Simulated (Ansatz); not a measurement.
**C₃H₆O (singlet): wave-function methods side by side, cc-pVDZ**

How much of the correlation energy of C₃H₆O (singlet) does each wave-function method recover here?

The runs use Ansatz 0.2.0, Gaussian basis; cc-pVDZ, core rule «outside noble gas», up to 4 orbitals frozen.

Plan: UHF; CCSD(T) on RHF; BCCD(T) on RHF; CISD; CCSDT(Q) on RHF; CASSCF and MRCISD+Q, 8 electrons in 8 orbitals; CASSCF and NEVPT2, 8 electrons in 8 orbitals.

22 further runs of the same task are left out: 2 that didn't finish, 20 set aside as unsound or not needed.

### Step 1. The system

The geometry is an MP2(full)/6-31G* stationary point (not a proven minimum).

10 atoms, charge 0, spin multiplicity 1.

Atoms are counted from 1 here; the program's logs count them from 0.

Bond lengths: O1–C2 1.227 Å, C2–C3 1.512 Å, C2–C4 1.512 Å, C3–H5 1.090 Å, C3–H7 1.094 Å, C3–H8 1.094 Å, C4–H6 1.090 Å, C4–H9 1.094 Å, C4–H10 1.094 Å. Angles: O1–C2–C3 121.7°, O1–C2–C4 121.7°, C3–C2–C4 116.5°, C2–C3–H5 109.5°, C2–C3–H7 110.3°, C2–C3–H8 110.3°, H5–C3–H7 109.8°, H5–C3–H8 109.8°, H7–C3–H8 107.2°, C2–C4–H6 109.5°, C2–C4–H9 110.3°, C2–C4–H10 110.3°, H6–C4–H9 109.8°, H6–C4–H10 109.8°, H9–C4–H10 107.2°.

Coordinates:

```mol
C3H6O
  3D, bonds by distance, orders not assigned

 10  9  0  0  0  0  0  0  0  0999 V2000
    0.0000    0.0000    1.3217 O   0  0
    0.0000    0.0000    0.0952 C   0  0
    0.0000    1.2855   -0.7002 C   0  0
    0.0000   -1.2855   -0.7002 C   0  0
    0.0000    2.1349   -0.0173 H   0  0
    0.0000   -2.1349   -0.0173 H   0  0
   -0.8811    1.3315   -1.3479 H   0  0
    0.8811    1.3315   -1.3479 H   0  0
    0.8811   -1.3315   -1.3479 H   0  0
   -0.8811   -1.3315   -1.3479 H   0  0
  1  2  8  0
  2  3  8  0
  2  4  8  0
  3  5  8  0
  3  7  8  0
  3  8  8  0
  4  6  8  0
  4  9  8  0
  4 10  8  0
M  END
```

### Step 2. UHF

in.yaml reads:

```yaml
crystal:
  periodic: [false, false, false]
  atoms:
    - {symbol: O, position_ang: [0.000000, 0.000000, 1.321709]}
    - {symbol: C, position_ang: [0.000000, 0.000000, 0.095178]}
    - {symbol: C, position_ang: [0.000000, 1.285490, -0.700224]}
    - {symbol: C, position_ang: [0.000000, -1.285490, -0.700224]}
    - {symbol: H, position_ang: [0.000000, 2.134917, -0.017347]}
    - {symbol: H, position_ang: [0.000000, -2.134917, -0.017347]}
    - {symbol: H, position_ang: [-0.881086, 1.331548, -1.347895]}
    - {symbol: H, position_ang: [0.881086, 1.331548, -1.347895]}
    - {symbol: H, position_ang: [0.881086, -1.331548, -1.347895]}
    - {symbol: H, position_ang: [-0.881086, -1.331548, -1.347895]}
basis:
  gaussian: {orbitals: cc-pVDZ}
magnetization: {spin_polarized: true, initial_magnetization: 0}
hamiltonian: {xc: hf}
output: {orbitals: {seedname: orbitals}}
```

Command:

```sh
> ansatz run in.yaml --threads 1 --pin off --events-out ev --progress --plain --max-ram 4096MiB --backend cpu
```

After this run come: CCSD(T) on RHF; BCCD(T) on RHF; CISD; CCSDT(Q) on RHF; CASSCF and MRCISD+Q, 8 electrons in 8 orbitals; CASSCF and NEVPT2, 8 electrons in 8 orbitals.

Q: Predict the results of all the runs planned. Wanted: RCCSDT(Q) below the RHF energy; RMP2 from RCCSDT(Q); RCCSD from RCCSDT(Q); RCCSD(T) from RCCSDT(Q); T1 diagnostic.

As calculated:

```
                         quantity          value
   RCCSDT(Q) below the RHF energy    -18.0615 eV
              RMP2 from RCCSDT(Q)  +165.0 kJ/mol
             RCCSD from RCCSDT(Q)   +58.9 kJ/mol
          RCCSD(T) from RCCSDT(Q)    +6.4 kJ/mol
levels within 1 kcal/mol (43 meV)         RCCSDT
                    T1 diagnostic          0.014
```

What this shows: RCCSD(T) misses by +6.4 kJ/mol, 0.4 % of the correlation energy. These misses are within one basis, not against nature.
